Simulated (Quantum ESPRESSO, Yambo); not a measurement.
## AlAs (F-43m): G0W0 in Yambo against the screening cutoff

How does the gap of AlAs (F-43m) converge in the screening cutoff?

Calculated with Yambo 5.3.0; PBE and many-body steps on it, plane waves.

## Step 1: The starting structure

Symmetry: F-43m, No. 216, cubic system. The conventional cell has a = 5.661 Å, b = 5.661 Å, c = 5.661 Å, α = 90.00°, β = 90.00°, γ = 90.00°. Nearest to Al lie 4 As at 2.45 Å. Nearest to As lie 4 Al at 2.45 Å. Farther neighbours are not listed.

As a file:

```
Al As
1.0
     0.00000    2.83040    2.83040
     2.83040    0.00000    2.83040
     2.83040    2.83040    0.00000
Al As
1 1
Cartesian
  0.0000 0.0000 0.0000
  1.4152 1.4152 1.4152
```

The cell and positions come from the Crystallography Open Database and are kept as given unless a step says otherwise.

## Step 2: 3.25 Ha

This step: Yambo 5.3.0; G0W0 on PBE, plane waves, norm-conserving pseudopotentials.

G0W0 replaces the xc potential by the self-energy, built once from these orbitals. Only a window of levels is corrected, while the sums run over the empty bands that the input names.

gw7.in

```
HF_and_locXC
gw0
dyson
ppa
em1d
rim_cut
RandQpts= 1000000
RandGvec= 1 RL
EXXRLvcs= 100 Ry
VXCRLvcs= 400 Ry
Chimod= "HARTREE"
% BndsRnXp
 1 | 148 |
%
NGsBlkXp= 6.5 Ry
% LongDrXp
 1 | 1 | 1 |
%
% GbndRnge
 1 | 148 |
%
DysSolver= "n"
ExtendOut
PPAPntXp= 27.21138 eV
% QPkrange
 1 | 1 | 12 | 15 |
 7 | 7 | 12 | 15 |
%
```

Run with:

```bash
$ OMP_NUM_THREADS=1 mpirun -n 4 yambo -F gw7.in -J gw7 -C gw7 > gw7.log
```

Output:

```text
 Yambo, version 5.3.0

 [02] CORE Variables Setup
 =========================

  [... cell, symmetries and grids as in the set-up ...]

  [02.05] Energies & Occupations
  ==============================

  [X] === General ===
  [X] Electronic Temperature                        :  0.000000  0.000000 [eV K]
  [X] Bosonic    Temperature                        :  0.000000  0.000000 [eV K]
  [X] Finite Temperature mode                       : no
  [X] El. density                                   :  0.57332E+24 [cm-3]
  [X] Fermi Level                                   :  6.999082 [eV]

  [X] === Gaps and Widths ===
  [X] Conduction Band Min                           :  1.438227 [eV]
  [X] Valence Band Max                              :  0.000000 [eV]
  [X] Filled Bands                                  :  13
  [X] Empty Bands                                   :    14   548
  [X] Direct Gap                                    :  2.050208 [eV]
  [X] Direct Gap localized at k                     :  1
  [X] Indirect Gap                                  :  1.438227 [eV]
  [X] Indirect Gap between kpts                     :   1   7
  [X] Last valence band width                       :  2.822586 [eV]
  [X] 1st conduction band width                     :  2.893526 [eV]

 [03] Transferred momenta grid and indexing
 ==========================================

 IBZ Q-points                                      :   8
 BZ  Q-points                                      :   64

 K/Q-points units:
 rlu = crystal or reduced units; cc = cartesian coordinates; iku = interal k-units

 Q [1]          [rlu]:  0.000000  0.000000  0.000000
 Q [2]          [rlu]:  0.81056E-17  0.81056E-17  0.25000
 Q [3]          [rlu]: -0.16211E-16 -0.16211E-16 -0.50000
 Q [4]          [rlu]: -0.97223E-17  0.25000      0.25000
 Q [5]          [rlu]:  0.15221E-16  0.25000      0.50000
 Q [6]          [rlu]: -0.71722E-16  0.25000     -0.25000
 Q [7]          [rlu]:  0.19445E-16 -0.50000     -0.50000
 Q [8]          [rlu]:  0.250000 -0.500000 -0.250000

 [04] Coloumb potential Random Integration (RIM)
 ===============================================

  [04.01] RIM initialization
  ==========================

  * Diagonal components only detected *

  8 x (sBL volume)        :  0.101316 [a.u.]
  sBZ random points       :  1000000
  Points outside the sBZ  :   7968281
  RL volume               :  0.810531 [a.u.]
  Integrated volume       :  0.813757 [a.u.]

  [04.02] RIM integrals
  =====================

  Gamma point sphere radius             :  0.084562 [a.u.]
  Points outside the sphere             :   800476
  [Int_sBZ(q=0) 1/q^2]*(Vol_sBZ)^(-1/3) =:  7.776341
                                 should be <:  7.795600

  Summary of Coulomb integrals for non-metallic bands |Q|[au] RIM/Bare

  Q [1] 0.100000E-4 0.997530 * Q [2] 0.254334 1.068862
  Q [4] 0.293679 1.067204 * Q [6] 0.415325 1.029264
  Q [5] 0.487012 1.022872 * Q [3] 0.508667 1.020326
  Q [7] 0.587358 1.017560 * Q [8] 0.656687 1.014592

 [WARNING] [Xp] User bands 1-148 break level degeneracy

 [05] Dipoles
 ============

  [05.01] Setup: observables and procedures
  =========================================

 [06] Dynamic Dielectric Matrix (PPA)
 ====================================

 [WR./gw7//ndb.pp]---------------------------------------------------------------
  Brillouin Zone Q/K grids (IBZ/BZ)                :    8   64    8   64
  RL vectors                                       :   6183 [WF]
  Coulomb cutoff potential                         : none
  Electronic Temperature                           :  0.000000 [K]
  Bosonic    Temperature                           :  0.000000 [K]
  PPA    diel. fun.  energies                      : Perdew, Burke & Ernzerhof(X)+Perdew, Burke & Ernzerhof(C)
  wavefunctions                                    : Perdew, Burke & Ernzerhof(X)+Perdew, Burke & Ernzerhof(C)
  Global Gauge                                     : length
  X matrix size                                    :   89
  X band range                                     :    1  148
  X e/h energy range                               : -1.000000 -1.000000 [eV]
  X Time ordering                                  : R
  X Hxc Kernel                                     : HARTREE
  X Drude frequency                                :  0.000000  0.000000
  X poles                                          :  100.0000 [o/o]
  RL vectors in the sum                            :   6183
  [r,Vnl] included                                 : yes
  Field direction                                  :  0.577350E-5  0.577350E-5  0.577350E-5
  BZ energy Double Grid                            : no
  BZ energy DbGd points                            : 0
  BZ Q point size factor                           : -1.000000
  X Optical Averaged directions                    : none

 [07] Local Exchange-Correlation + Non-Local Fock
 ================================================

 [VXC] Plane waves :   41151
 [EXS] Plane waves :   5161

 QP @ state[ 1 ] K range:  1  1
 QP @ state[ 1 ] b range:  12  15
 QP @ state[ 2 ] K range:   7   7
 QP @ state[ 2 ] b range:  12  15

 [xc] Functional : Perdew, Burke & Ernzerhof(X)+Perdew, Burke & Ernzerhof(C)
 [xc] LIBXC used to calculate xc functional
  PP Number of Atomic Species                      :  2
  NLCC RL compoments                               :   41151
  PP Number of Atomic Species                      :  2
  NLCC RL compoments                               :   41151

 [xc] E_xc :  -24.76065 [Ha]
      E_xc :  -49.52129 [Ry]

  Local XC kind (lXC) : Perdew, Burke & Ernzerhof(X)+Perdew, Burke & Ernzerhof(C)
  Non-Local XC kind (nlXC) : Hartree-Fock

  Corrections @ K [1] :  [eV]
 <12|nlXC|12> = -14.93166  0.16762E-16 <12|lXC|12> = -13.05898  0.000000
 <13|nlXC|13> = -14.93172  0.63784E-17 <13|lXC|13> = -13.05898  0.11801E-15
 <14|nlXC|14> = -7.748134 -0.10687E-16 <14|lXC|14> = -11.86046 -0.37763E-15
 <15|nlXC|15> = -5.132466 -0.26406E-17 <15|lXC|15> = -9.566490  0.000000

  Corrections @ K [7] :  [eV]
 <12|nlXC|12> = -14.37584  0.30896E-17 <12|lXC|12> = -11.61168 -0.47204E-16
 <13|nlXC|13> = -14.37572  0.16727E-17 <13|lXC|13> = -11.61168  0.94408E-16
 <14|nlXC|14> = -4.804412 -0.14882E-17 <14|lXC|14> = -8.425286  0.70806E-16
 <15|nlXC|15> = -5.313114  0.23678E-17 <15|lXC|15> = -9.143182  0.47204E-16

 [08] Dyson equation: Newton solver
 ==================================

  [08.01] G0W0 (W PPA)
  ====================

  [  GW  ] Bands range     :    1  148
  [GW/PPA] G damping       :  0.100000 [eV]

  QP @ state[ 1 ] K range:  1  1
  QP @ state[ 1 ] b range:  12  15
  QP @ state[ 2 ] K range:   7   7
  QP @ state[ 2 ] b range:  12  15

   Sc/G bands                                       :    1  148
   Sc/G damping                                     :  0.100000 ev
   Sc bands terminator                              : no
   Sx RL components                                 :   5161

   QP @ state[ 1 ] K range                          :  1  1
   QP @ state[ 1 ] b range                          :  12  15
   QP @ state[ 2 ] K range                          :   7   7
   QP @ state[ 2 ] b range                          :  12  15
   GF energies kind                                 : Perdew, Burke & Ernzerhof(X)+Perdew, Burke & Ernzerhof(C)
   GF WF`s kind                                     : Perdew, Burke & Ernzerhof(X)+Perdew, Burke & Ernzerhof(C)
   Xs energies kind                                 : Perdew, Burke & Ernzerhof(X)+Perdew, Burke & Ernzerhof(C)
   Xs WF`s kind                                     : Perdew, Burke & Ernzerhof(X)+Perdew, Burke & Ernzerhof(C)

 [11] Game Over & Game summary
```

Run time: 2 min. Hardware: 4 MPI ranks of Arm Neoverse N1, shared host; peak memory 1.8 GiB.

This step gave:

```yaml
g0w0_gap_on_the_points_computed: 1.894 eV
starting_gap_on_the_mesh: 1.438 eV
k_of_the_valence_top: 0, 0, 0
k_of_the_conduction_bottom: 0, -0.5, -0.5
least_direct_g0w0_gap_on_the_computed_points: 2.797 eV
z_at_the_valence_top: 0.7888
z_at_the_conduction_bottom: 0.8043
```

The gap on the mesh goes from 1.44 eV to 1.89 eV, a correction of +0.46 eV.

## Step 3: 5.25 Ha

gw8.in, as its differences from gw7.in of step 2:

```diff
@@ -14,3 +14,3 @@
 %
-NGsBlkXp= 6.5 Ry
+NGsBlkXp= 10.5 Ry
 % LongDrXp
```

Run with:

```bash
$ OMP_NUM_THREADS=1 mpirun -n 4 yambo -F gw8.in -J gw8 -C gw8 > gw8.log
```

Output:

```text
 Yambo, version 5.3.0

 [02] CORE Variables Setup
 =========================

  [... cell, symmetries and grids as in the set-up ...]

  [02.05] Energies & Occupations
  ==============================

  [X] === General ===
  [X] Electronic Temperature                        :  0.000000  0.000000 [eV K]
  [X] Bosonic    Temperature                        :  0.000000  0.000000 [eV K]
  [X] Finite Temperature mode                       : no
  [X] El. density                                   :  0.57332E+24 [cm-3]
  [X] Fermi Level                                   :  6.999082 [eV]

  [X] === Gaps and Widths ===
  [X] Conduction Band Min                           :  1.438227 [eV]
  [X] Valence Band Max                              :  0.000000 [eV]
  [X] Filled Bands                                  :  13
  [X] Empty Bands                                   :    14   548
  [X] Direct Gap                                    :  2.050208 [eV]
  [X] Direct Gap localized at k                     :  1
  [X] Indirect Gap                                  :  1.438227 [eV]
  [X] Indirect Gap between kpts                     :   1   7
  [X] Last valence band width                       :  2.822586 [eV]
  [X] 1st conduction band width                     :  2.893526 [eV]

 [03] Transferred momenta grid and indexing
 ==========================================

 IBZ Q-points                                      :   8
 BZ  Q-points                                      :   64

 K/Q-points units:
 rlu = crystal or reduced units; cc = cartesian coordinates; iku = interal k-units

 Q [1]          [rlu]:  0.000000  0.000000  0.000000
 Q [2]          [rlu]:  0.81056E-17  0.81056E-17  0.25000
 Q [3]          [rlu]: -0.16211E-16 -0.16211E-16 -0.50000
[...]
NLCC RL compoments                               :   41151
  PP Number of Atomic Species                      :  2
  NLCC RL compoments                               :   41151

 [xc] E_xc :  -24.76065 [Ha]
      E_xc :  -49.52129 [Ry]

  Local XC kind (lXC) : Perdew, Burke & Ernzerhof(X)+Perdew, Burke & Ernzerhof(C)
  Non-Local XC kind (nlXC) : Hartree-Fock

  Corrections @ K [1] :  [eV]
 <12|nlXC|12> = -14.93166  0.16762E-16 <12|lXC|12> = -13.05898  0.000000
 <13|nlXC|13> = -14.93172  0.63784E-17 <13|lXC|13> = -13.05898  0.11801E-15
 <14|nlXC|14> = -7.748134 -0.10687E-16 <14|lXC|14> = -11.86046 -0.37763E-15
[...]
Corrections @ K [7] :  [eV]
[...]
<14|nlXC|14> = -4.804412 -0.14882E-17 <14|lXC|14> = -8.425286  0.70806E-16
 <15|nlXC|15> = -5.313114  0.23678E-17 <15|lXC|15> = -9.143182  0.47204E-16

 [08] Dyson equation: Newton solver
 ==================================

  [08.01] G0W0 (W PPA)
  ====================

  [  GW  ] Bands range     :    1  148
  [GW/PPA] G damping       :  0.100000 [eV]

  QP @ state[ 1 ] K range:  1  1
  QP @ state[ 1 ] b range:  12  15
  QP @ state[ 2 ] K range:   7   7
  QP @ state[ 2 ] b range:  12  15

   Sc/G bands                                       :    1  148
   Sc/G damping                                     :  0.100000 ev
   Sc bands terminator                              : no
   Sx RL components                                 :   5161

   QP @ state[ 1 ] K range                          :  1  1
   QP @ state[ 1 ] b range                          :  12  15
   QP @ state[ 2 ] K range                          :   7   7
   QP @ state[ 2 ] b range                          :  12  15
   GF energies kind                                 : Perdew, Burke & Ernzerhof(X)+Perdew, Burke & Ernzerhof(C)
   GF WF`s kind                                     : Perdew, Burke & Ernzerhof(X)+Perdew, Burke & Ernzerhof(C)
   Xs energies kind                                 : Perdew, Burke & Ernzerhof(X)+Perdew, Burke & Ernzerhof(C)
   Xs WF`s kind                                     : Perdew, Burke & Ernzerhof(X)+Perdew, Burke & Ernzerhof(C)

 [11] Game Over & Game summary
```

Elapsed: 2.7 min, on 4 MPI ranks; peak memory 1.8 GiB.

This step gave:

```
G0W0 gap on the points computed              : 1.987 eV
starting gap on the mesh                     : 1.438 eV
k of the valence top                         : 0, 0, 0
k of the conduction bottom                   : 0, -0.5, -0.5
least direct G0W0 gap on the computed points : 2.833 eV
Z at the valence top                         : 0.7876
Z at the conduction bottom                   : 0.8043
```

Against the run before, the gap moves by +0.092 eV.

## Step 4: 10.5 Ha

gw9.in, as its differences from gw8.in of step 3:

```diff
@@ -14,3 +14,3 @@
 %
-NGsBlkXp= 10.5 Ry
+NGsBlkXp= 21 Ry
 % LongDrXp
```

Run with:

```bash
$ OMP_NUM_THREADS=1 mpirun -n 4 yambo -F gw9.in -J gw9 -C gw9 > gw9.log
```

Output:

```text
 Yambo, version 5.3.0

 [02] CORE Variables Setup
 =========================

  [... cell, symmetries and grids as in the set-up ...]

  [02.05] Energies & Occupations
  ==============================

  [X] === General ===
  [X] Electronic Temperature                        :  0.000000  0.000000 [eV K]
  [X] Bosonic    Temperature                        :  0.000000  0.000000 [eV K]
  [X] Finite Temperature mode                       : no
  [X] El. density                                   :  0.57332E+24 [cm-3]
[...]
QP @ state[ 1 ] b range                          :  12  15
   QP @ state[ 2 ] K range                          :   7   7
   QP @ state[ 2 ] b range                          :  12  15
   GF energies kind                                 : Perdew, Burke & Ernzerhof(X)+Perdew, Burke & Ernzerhof(C)
   GF WF`s kind                                     : Perdew, Burke & Ernzerhof(X)+Perdew, Burke & Ernzerhof(C)
   Xs energies kind                                 : Perdew, Burke & Ernzerhof(X)+Perdew, Burke & Ernzerhof(C)
   Xs WF`s kind                                     : Perdew, Burke & Ernzerhof(X)+Perdew, Burke & Ernzerhof(C)

 [11] Game Over & Game summary
```

It took 11 min on 4 MPI ranks; peak memory 1.9 GiB.

This step gave:

- G0W0 gap on the points computed: 1.992 eV
- starting gap on the mesh: 1.438 eV
- k of the valence top: 0, 0, 0
- k of the conduction bottom: 0, -0.5, -0.5
- least direct G0W0 gap on the computed points: 2.832 eV

Against the run before, the gap moves by +0.005 eV.

## Step 5: 13 Ha

gw10.in, as its differences from gw9.in of step 4:

```diff
@@ -14,3 +14,3 @@
 %
-NGsBlkXp= 21 Ry
+NGsBlkXp= 26 Ry
 % LongDrXp
```

Run with:

```bash
$ OMP_NUM_THREADS=1 mpirun -n 4 yambo -F gw10.in -J gw10 -C gw10 > gw10.log
```

Output:

```text
 Yambo, version 5.3.0

 [02] CORE Variables Setup
 =========================

  [... cell, symmetries and grids as in the set-up ...]

  [02.05] Energies & Occupations
  ==============================

  [X] === General ===
  [X] Electronic Temperature                        :  0.000000  0.000000 [eV K]
  [X] Bosonic    Temperature                        :  0.000000  0.000000 [eV K]
  [X] Finite Temperature mode                       : no
  [X] El. density                                   :  0.57332E+24 [cm-3]
[...]
QP @ state[ 1 ] b range                          :  12  15
   QP @ state[ 2 ] K range                          :   7   7
   QP @ state[ 2 ] b range                          :  12  15
   GF energies kind                                 : Perdew, Burke & Ernzerhof(X)+Perdew, Burke & Ernzerhof(C)
   GF WF`s kind                                     : Perdew, Burke & Ernzerhof(X)+Perdew, Burke & Ernzerhof(C)
   Xs energies kind                                 : Perdew, Burke & Ernzerhof(X)+Perdew, Burke & Ernzerhof(C)
   Xs WF`s kind                                     : Perdew, Burke & Ernzerhof(X)+Perdew, Burke & Ernzerhof(C)

 [11] Game Over & Game summary
```

It took 18 min on 4 MPI ranks; peak memory 1.9 GiB.

Numbers from this step:

```
G0W0 gap on the points computed              : 1.990 eV
starting gap on the mesh                     : 1.438 eV
k of the valence top                         : 0, 0, 0
k of the conduction bottom                   : 0, -0.5, -0.5
least direct G0W0 gap on the computed points : 2.832 eV
```

Against the run before, the gap moves by −0.001 eV.

## Step 6: The runs together

Times are wall times on 4 MPI ranks of Arm Neoverse N1, shared host, good to a factor of about two.

| run | mesh | bands | screening cutoff (eV) | DFT gap (eV) | gap on the mesh (eV) | direct (eV) | time |
| --- | --- | --- | --- | --- | --- | --- | --- |
| 3.25 Ha | 4×4×4 | 148 | 88.4 | 1.438 | 1.894 | 2.797 | 2 min |
| 5.25 Ha | 4×4×4 | 148 | 142.9 | 1.438 | 1.987 | 2.833 | 2.7 min |
| 10.5 Ha | 4×4×4 | 148 | 285.7 | 1.438 | 1.992 | 2.832 | 11 min |
| 13 Ha | 4×4×4 | 148 | 353.7 | 1.438 | 1.990 | 2.832 | 18 min |

## Step 7: Results

```json
{
 "3.25 Ha": "1.894 eV",
 "5.25 Ha": "1.987 eV",
 "10.5 Ha": "1.992 eV",
 "13 Ha": "1.990 eV",
 "known limits": "not at the basis limit; no spin-orbit coupling; coarse k mesh"
}
```

What this shows: The setting moved: screening cutoff. From 3.25 Ha to 13 Ha the gap moves by +0.10 eV, for 9.1 times the time. It holds to 0.03 eV from 5.25 Ha on. Bands and screening cutoff are coupled, so a series along one setting does not show full convergence. Bands and cutoff are finite, so the gap is not at the basis limit. The miss can reach some tenths of an eV and take either sign; the mesh is an error of its own. In the G0W0 runs levels were corrected at 2 k points alone, so a gap called «on the mesh» is the least over those, and an edge elsewhere would be missed. The 4×4×4 mesh is coarse for this cell, which bears on the long-range parts of exchange and screening. The many-body steps are scalar-relativistic: spin-orbit coupling is not in them.

[Paths, hosts, dates, memory and timing lines, banners, echoed tables and standing remarks are left out of the program output.]

[Logs are printed without paths, hosts, clocks, repeated set-up lines and the standing remarks that a program may print on its own settings, such as how far it seeks lower states.]

[Runs of the session that timed out or met a known fault of the program may be left out.]

[Hosts, paths, dates, database ids (printed as entryN), source tags and the programs' standing remarks are cut or masked in the printed files.]
